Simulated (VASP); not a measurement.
A run of VASP 6.6.1:

Contents of INCAR:

```
SYSTEM = Cu
PREC = Accurate
ENCUT = 520
EDIFF = 1E-7
ISMEAR = 0
SIGMA = 0.012
LREAL = .False.
LASPH = .True.
NELM = 80
ALGO = Normal
ISIF = 2
LWAVE = .False.
LCHARG = .False.
GGA = PE
```

File KPOINTS:

```
regular mesh
0
Gamma
  13 13 13
  0 0 0
```

POSCAR

```
Cu
1.0
    0.0000000000      1.8075000000      1.8075000000
    1.8075000000      0.0000000000      1.8075000000
    1.8075000000      1.8075000000      0.0000000000
Cu
1
Direct
    0.0000000000      0.0000000000      0.0000000000
```

Potentials or basis: VASP PAW PBE potentials, release 64 (Cu).

Launch:

```bash
$ cat potpaw_PBE.64/Cu/POTCAR > POTCAR
$ mpirun -np 1 vasp_std > vasp.out
```

Hardware: 1 thread of Intel(R) Xeon(R) 6975P-C (Granite Rapids), on a shared host.

Q: Estimate the wall time of this run.

A: It took 4.8 s on 1 thread of Intel(R) Xeon(R) 6975P-C (Granite Rapids), with other jobs on the host, peak memory 0.12 GiB. Counts: scf iterations 12, k points 84.
